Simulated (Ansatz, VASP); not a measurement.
BN: VASP beside Ansatz

```xyz
8
Lattice="4.4559 0.0000 0.0000 0.0000 4.4559 0.0000 0.0000 0.0000 2.6257" Properties=species:S:1:pos:R:3 pbc="T T T"
B     0.7766    3.6793    1.3129
B     1.4514    1.4514    0.0000
B     3.0045    3.0045    0.0000
B     3.6793    0.7766    1.3129
N     3.6209    3.6209    1.3129
N     1.3930    3.0629    0.0000
N     3.0629    1.3930    0.0000
N     0.8350    0.8350    1.3129
```

Alike in both runs: task single point; functional PBE; k mesh 6 × 6 × 10; occupations gaussian, width 0.05 eV; no spin polarisation.

```csv
,VASP,Ansatz
version,VASP 6.6.1,Ansatz 0.2.0
potentials or method,"VASP PAW PBE potentials, release 64 (B, N)","scalar-relativistic, plane waves, PAW"
plane-wave cutoff (eV),520,520
valence electrons in the cell,32,32
```

```csv
,VASP,Ansatz,Ansatz less VASP
gap on the k mesh at the Fermi level (eV),4.80,4.82,+0.011
least direct gap on the mesh (eV),5.81,5.82,+0.011
pressure (GPa),-14.6,-14.8,-0.20
largest component of the traceless stress (GPa),12.14,12.13,-0.006
rms of the force components (eV/Å),0.030,0.027,-0.0031
```

Atom by atom the forces differ by 0.003 eV/Å (rms over components). The functional is the same, so the differences come from potentials, cutoffs and numerics.

A k mesh can miss the band edges. PBE gaps usually lie below the measured ones, often by a third to a half.
